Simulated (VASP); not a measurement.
# ZnS (Wurtzite-4H) (P6_3mc) in VASP: dielectric tensor with PBE

Aim: the dielectric tensor of ZnS (Wurtzite-4H) with PBE.

Everything below comes from runs of VASP 6.6.1. Logs are shortened: lines on timing, memory, paths and dates and some standing lists are left out, and cuts for length are marked.

### Step 1. Starting point

Symmetry: P6_3mc, No. 186, hexagonal system. The conventional cell has a = 3.823 Å, b = 3.823 Å, c = 12.520 Å, α = 90.00°, β = 90.00°, γ = 120.00°. Zn (site symmetry 3m) has 4 S at 2.34 to 2.35 Å as nearest neighbours. Around Zn (site symmetry 3m) lie 4 S at 2.34 to 2.35 Å. Around S (site symmetry 3m) lie 4 Zn at 2.34 to 2.35 Å. Around S (site symmetry 3m) lie 4 Zn at 2.34 to 2.35 Å.

### Step 2. Dielectric tensor, PBE

INCAR

```
PREC = Accurate
ENCUT = 520
EDIFF = 1E-8
ISMEAR = 0
SIGMA = 0.01
LREAL = False
LASPH = True
NELM = 100
ALGO = Fast
ISIF = 2
LWAVE = False
LCHARG = False
GGA = PE
LEPSILON = True
ISYM = 0
```

KPOINTS

```
Automatic mesh
0
Gamma
  3 3 1
  0.5 0.5 0.5
```

POSCAR

```
ZnS
1.0
    3.8227000000      0.0000000000      0.0000000000
   -1.9113500000      3.3105550000      0.0000000000
    0.0000000000      0.0000000000     12.5200000000
Zn S
4 4
Direct
    0.0000000000      0.0000000000      0.0000000000
    0.0000000000      0.0000000000      0.5000000000
    0.3333333333      0.6666666667      0.2500000000
    0.6666666667      0.3333333333      0.7500000000
    0.0000000000      0.0000000000      0.1875000000
    0.0000000000      0.0000000000      0.6875000000
    0.3333333333      0.6666666667      0.4375000000
    0.6666666667      0.3333333333      0.9375000000
```

Potentials or basis: VASP PAW PBE potentials, release 64 (Zn, S).

Launch:

```
$ cat potpaw_PBE.64/Zn/POTCAR potpaw_PBE.64/S/POTCAR > POTCAR
$ mpirun -np 1 vasp_std > vasp.out
```

OUTCAR:

```text
PREC = Accurate
   ENCUT = 520
   EDIFF = 1E-8
   ISMEAR = 0
   LREAL = False
   LASPH = True
   NELM = 100
   ISIF = 2
   GGA = PE
   LEPSILON = True
   ISYM = 0

 ion  position               nearest neighbor table
   1  0.000  0.000  0.000-   8 2.34   8 2.34   8 2.34   5 2.35
   2  0.000  0.000  0.500-   7 2.34   7 2.34   7 2.34   6 2.35
   3  0.333  0.667  0.250-   5 2.34   5 2.34   5 2.34   7 2.35
   4  0.667  0.333  0.750-   6 2.34   6 2.34   6 2.34   8 2.35
   5  0.000  0.000  0.188-   3 2.34   3 2.34   3 2.34   1 2.35
   6  0.000  0.000  0.688-   4 2.34   4 2.34   4 2.34   2 2.35
   7  0.333  0.667  0.438-   2 2.34   2 2.34   2 2.34   3 2.35
   8  0.667  0.333  0.938-   1 2.34   1 2.34   1 2.34   4 2.35

IMPORTANT INFORMATION: All symmetrisations will be switched off!
NOSYMM: (Re-)initialisation of all symmetry stuff for point group C_1.

----------------------------------------------------------------------------------------

                                     Primitive cell

  volume of cell :     158.4438

  direct lattice vectors                    reciprocal lattice vectors
     3.822700000  0.000000000  0.000000000     0.261595208  0.151032078  0.000000000
    -1.911350000  3.310555000  0.000000000     0.000000000  0.302064155  0.000000000
     0.000000000  0.000000000 12.520000000     0.000000000  0.000000000  0.079872204

  length of vectors
     3.822700000  3.822699731 12.520000000     0.302064134  0.302064155  0.079872204

  position of ions in fractional coordinates (direct lattice)
     0.000000000  0.000000000  0.000000000
     0.000000000  0.000000000  0.500000000
     0.333333333  0.666666667  0.250000000
     0.666666667  0.333333333  0.750000000
     0.000000000  0.000000000  0.187500000
     0.000000000  0.000000000  0.687500000
     0.333333333  0.666666667  0.437500000
     0.666666667  0.333333333  0.937500000

  ion indices of the primitive-cell ions
   primitive index   ion index
                 1           1
                 2           2
                 3           3
                 4           4
                 5           5
                 6           6
                 7           7
                 8           8

----------------------------------------------------------------------------------------

 KPOINTS: Automatic mesh

Automatic generation of k-mesh.
 Grid dimensions read from file:
 generate k-points for:    3    3    1
[... 829 lines left out ...]

 HEAD OF MICROSCOPIC STATIC DIELECTRIC TENSOR (INDEPENDENT PARTICLE, excluding Hartree and local field effects)
 ------------------------------------------------------
           5.645737    -0.000001    -0.000209
          -0.000001     5.645736    -0.000005
           0.000213     0.000000     5.955662
 ------------------------------------------------------

 Free energy of the ion-electron system (eV)
  ---------------------------------------------------
  ---------------------------------------------------
  free energy    TOTEN  =        -2.00740647 eV

  energy without entropy =       -2.00740647

------------------------ aborting loop because EDIFF is reached ----------------------------------------

--------------------------------------- Ionic step        2  -------------------------------------------

------------------------ aborting loop because EDIFF is reached ----------------------------------------

--------------------------------------- Ionic step        3  -------------------------------------------

 Free energy of the ion-electron system (eV)
  ---------------------------------------------------
  ---------------------------------------------------
  free energy    TOTEN  =        -2.14818393 eV

  energy without entropy =       -2.14818393

------------------------ aborting loop because EDIFF is reached ----------------------------------------

 PIEZOELECTRIC TENSOR FIELD DIRECTION 3  (e Angst)
 -----------------------------------------------------------------------------
     3.57770 -0.00002 -0.00166           ( -0.01525  0.00000  0.00001)
    -0.00002  3.57767  0.00215           (  0.00000 -0.01525  0.00000)
    -0.00166  0.00215 -7.37995           (  0.00001  0.00000  0.04866)

 PIEZOELECTRIC TENSOR FIELD DIRECTION 3  (C/m^2)
 -----------------------------------------------------------------------------
     0.36178 -0.00000 -0.00017
    -0.00000  0.36177  0.00022
    -0.00017  0.00022 -0.74626

 MACROSCOPIC STATIC DIELECTRIC TENSOR (including local field effects in DFT)
 ------------------------------------------------------
           5.243015    -0.000001    -0.000148
          -0.000000     5.243012    -0.000002
           0.000126    -0.000005     5.540567
 ------------------------------------------------------

 PIEZOELECTRIC TENSOR (including local field effects)  for field in x, y, z        (e  Angst)
          XX          YY          ZZ          XY          YZ          ZX
  --------------------------------------------------------------------------------
  x    -0.00467     0.00347     0.00586    -0.00196    -0.00010     3.51428
  y     0.00207    -0.00185     0.00152    -0.00212     3.51088    -0.00013
  z     3.57770     3.57767    -7.37995    -0.00002     0.00215    -0.00166

 PIEZOELECTRIC TENSOR (including local field effects)  for field in x, y, z        (C/m^2)
          XX          YY          ZZ          XY          YZ          ZX
  --------------------------------------------------------------------------------
  x    -0.00047     0.00035     0.00059    -0.00020    -0.00001     0.35536
  y     0.00021    -0.00019     0.00015    -0.00021     0.35502    -0.00001
  z     0.36178     0.36177    -0.74626    -0.00000     0.00022    -0.00017

 BORN EFFECTIVE CHARGES (including local field effects) (in |e|, cummulative output)
 ---------------------------------------------------------------------------------
 ion    1
    1     1.80383    -0.00002     0.00034
    2    -0.00016     1.80380    -0.00010
    3    -0.00014     0.00009     1.98897
 ion    2
    1     1.80377     0.00003     0.00034
    2     0.00017     1.80384     0.00014
    3    -0.00014     0.00009     1.98893
 ion    3
    1     1.81939    -0.00002     0.00033
    2    -0.00012     1.81947     0.00007
    3    -0.00017     0.00001     1.96273
 ion    4
    1     1.81947     0.00003     0.00032
    2     0.00014     1.81941     0.00015
    3    -0.00017     0.00001     1.96284
 ion    5
    1    -1.80841    -0.00006    -0.00031
    2     0.00026    -1.80843    -0.00012
    3     0.00017    -0.00001    -1.93195
 ion    6
    1    -1.80837     0.00006    -0.00030
    2    -0.00027    -1.80837     0.00000
    3     0.00017    -0.00001    -1.93197
 ion    7
    1    -1.81492     0.00007    -0.00036
    2    -0.00012    -1.81475     0.00001
    3     0.00014    -0.00010    -2.01975
 ion    8
    1    -1.81476    -0.00008    -0.00037
    2     0.00011    -1.81497    -0.00016
    3     0.00013    -0.00009    -2.01980
```

It took 15 min on 1 thread of Intel Xeon Platinum 8488C (Sapphire Rapids), shared host; peak memory 0.47 GiB.

Results:

| Item | Value |
| --- | --- |
| Band gap on the k mesh | 4.10 eV, indirect (least direct gap 4.13 eV) |
| Electronic dielectric tensor (diagonal) | 5.24, 5.24, 5.54 |
| Born charges (mean of the diagonal) | Zn +1.87; S -1.85, -1.88 e |

Electronic dielectric tensor:
```
5.24 0.00 0.00
0.00 5.24 0.00
0.00 0.00 5.54
```

Born effective charge tensors (e):
atom 1, Zn
```
1.80 0.00 0.00
0.00 1.80 0.00
0.00 0.00 1.99
```
atom 2, Zn
```
1.80 0.00 0.00
0.00 1.80 0.00
0.00 0.00 1.99
```
atom 3, Zn
```
1.82 0.00 0.00
0.00 1.82 0.00
0.00 0.00 1.96
```
atom 4, Zn
```
1.82 0.00 0.00
0.00 1.82 0.00
0.00 0.00 1.96
```
atom 5, S
```
-1.81  0.00  0.00
 0.00 -1.81  0.00
 0.00  0.00 -1.93
```
atom 6, S
```
-1.81  0.00  0.00
 0.00 -1.81  0.00
 0.00  0.00 -1.93
```
atom 7, S
```
-1.81  0.00  0.00
 0.00 -1.81  0.00
 0.00  0.00 -2.02
```
atom 8, S
```
-1.81  0.00  0.00
 0.00 -1.81  0.00
 0.00  0.00 -2.02
```

Caveat: the k mesh is coarse (spacing up to 0.63 Å⁻¹), so the values aren't converged.
